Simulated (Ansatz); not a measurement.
Sn:

```xyz
1
Lattice="-2.0292 2.0292 1.6608 2.0292 -2.0292 1.6608 2.0292 2.0292 -1.6608" Properties=species:S:1:pos:R:3 pbc="T T T"
Sn    0.0000    0.0000    0.0000
```

This isn't the form of Sn at room conditions, which is tetragonal (white tin).

- Program: Ansatz 0.2.0
- Task: relaxation of cell and atoms
- Functional: PBE
- Dispersion: D4
- Potentials or basis: Ansatz PAW
- Cutoff: 420 eV (not typed: the program's choice for these potentials)
- k mesh: 10 × 10 × 10
- Occupations: fermi-dirac, width 0.05 eV
- Spin: no spin polarisation

At the start: volume 27.35 Å³/atom.

Task: How do energy, volume and symmetry change on relaxing?

Result: It ends after 4 steps and the volume is 26.50 Å³/atom (-3.1 %); space group I4/mmm (No. 139, to 0.05 Å).

The path:
```
step  energy change (eV)  largest force (eV/Å)  volume (Å³)
   1              0.0000                0.0000        27.35
   2             -0.0053                0.0000        26.49
   3             -0.0054                0.0000        26.50
   4             -0.0052                0.0000        26.50
```

Final structure:
```
Sn
1.0
    -1.99612    1.99612    1.66245
     1.99612   -1.99612    1.66245
     1.99612    1.99612   -1.66245
Sn
1
Direct
  0.00000 0.00000 0.00000
```

Caveat: the plane-wave basis is chosen anew once the cell has moved, so the energies of steps on either side of that aren't comparable; pairwise dispersion overbinds metals, which lowers pressure and volume.
